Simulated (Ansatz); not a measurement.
**Cold compression of Si (simple hexagonal type)**

```
Si
1.0
     2.64883    0.00000    0.00000
    -1.32442    2.29396    0.00000
     0.00000    0.00000    2.47996
Si
1
Cartesian
  0.0000 0.0000 0.0000
```

The cell comes from a relaxation on PAW files under the same functional, begun from a prototype that needn't be the stable phase.

Its volume is scaled, and at each volume shape and atoms are relaxed on PAW files; all methods then take that cell.

All numbers are PBE results (scalar-relativistic) from Ansatz 0.2.0, with a Γ-centred 16×16×15 k mesh, Fermi–Dirac smearing of 0.08 eV, no spin polarisation. Methods: LAPW: all electrons, basis error target 1 meV/atom; PAW: frozen-core files, cutoff 420 eV; crystal datasets: all electrons, by PAW datasets that the program makes for each cell; norm-conserving: pseudopotentials, cutoff 490 eV.

Energies are extrapolated to zero smearing and count from the unscaled cell; pressure is positive in compression; gaps take the mesh and a band path. No temperature or zero-point motion is included.

```
V/V0  V (Å³/atom)  P LAPW (GPa)  ΔE LAPW (eV/atom)  P PAW − LAPW (GPa)  ΔE PAW − LAPW (meV/atom)  space group  shortest distance (Å)
1.00        15.07          0.00              0.000               -0.02                       0.0       P6/mmm                  2.480
0.90        13.56         14.50              0.061                0.01                       0.1       P6/mmm                  2.404
0.80        12.06             ?                  ?                   ?                         ?            ?                      ?
0.70        10.55          84.0              0.868                0.17                       1.6       P6/mmm                  2.229
0.60         9.04         162.9              1.992                0.37                       4.0       P6/mmm                  2.132
0.50         7.53         315.0              4.158                0.68                       8.9       P6/mmm                  2.018
0.40         6.03         635.0              8.424                0.99                      17.0       P6/mmm                  1.875
```

Fit the Vinet equation to the LAPW pressures shown (residuals weighted by 1/(|P| + 0.03·Pmax)), and predict the pressure of the withheld row.

The fit gives V0 = 15.07 Å³/atom, B0 = 108 GPa and B0′ = 4.52. At 12.06 Å³/atom, x = (V/V0)^(1/3) = 0.9283, and P = 3·B0·(1 − x)/x²·exp[1.5·(B0′ − 1)·(1 − x)] = 39.5 GPa. The run itself gave 39.8 GPa (-0.6 % off) and ΔE = 0.305 eV/atom.

At the smallest volume, how far do crystal datasets and norm-conserving lie from LAPW in pressure?

crystal datasets: 0.00 GPa; norm-conserving: -5.06 GPa, on a LAPW pressure of 635.0 GPa.
